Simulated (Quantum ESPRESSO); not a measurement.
The system is CsPbBr3.

```
Pb Cs Br
1.0
     5.87000    0.00000    0.00000
     0.00000    5.87000    0.00000
     0.00000    0.00000    5.87000
Pb Cs Br
1 1 3
Cartesian
  2.9350 2.9350 2.9350
  0.0000 0.0000 0.0000
  2.9350 2.9350 0.0000
  2.9350 0.0000 2.9350
  0.0000 2.9350 2.9350
```

Measurements of this composition are mostly on another form, of space group No. 62.

Base run:

* Program: Quantum ESPRESSO 7.5
* Functional: WC
* Potentials or basis: PseudoDojo 0.4.1 SR PBE standard
* Cutoff: 762 eV
* Density cutoff: 3048 eV
* k mesh: 4 × 4 × 4, shifted
* Occupations: fermi-dirac, width 0.05 eV
* Spin: no spin polarisation

Its results: pressure 0.1 GPa; electronic dielectric tensor (diagonal) 3.90.

Q: After a change of settings the same cell gave: pressure 2.8 GPa; electronic dielectric tensor (diagonal) 3.80. Which change was it?
A. functional from WC to PBEsol; potentials or basis from PseudoDojo 0.4.1 SR PBE standard to PseudoDojo 0.4.1 SR PBEsol standard
B. functional from WC to BLYP
C. functional from WC to PBE
D. functional from WC to LDA; potentials or basis from PseudoDojo 0.4.1 SR PBE standard to PseudoDojo 0.4.1 SR LDA standard

A: B.

BLYP binds less tightly than WC, so the same cell stands under more pressure.

Caveats: the potentials were made for another functional, which shifts forces and pressure.

Not every run made on this cell is shown here.
